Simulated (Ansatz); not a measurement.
Input of an Ansatz 0.2.0 run:

The input input.yaml:

```yaml
crystal:
  lattice:
    - [0.0, 2.365, 2.365]
    - [2.365, 0.0, 2.365]
    - [2.365, 2.365, 0.0]
  atoms:
    - { symbol: Zr, position: [0.5, 0.5, 0.5] }
    - { symbol: C, position: [0.0, 0.0, 0.0] }
kpoints:
  mp_grid: { grid: [10, 10, 10] }
scf:
  occupations: { method: gaussian, width: 0.019 }
hamiltonian:
  xc: pbe
  pseudopotentials: { kind: all_electron, lapw: { basis_error: 0.001 } }
output:
  forces: true
  stress: true
  eigenvalues: true
```

Potentials or basis: all-electron LAPW, scalar-relativistic.

Run with:

```bash
$ ansatz run input.yaml --threads 1 --pin off --max-ram 3072MiB --backend cpu --events-out ev --progress --plain --runs-dir out
```

Predict the pressure.

-2.9 GPa.
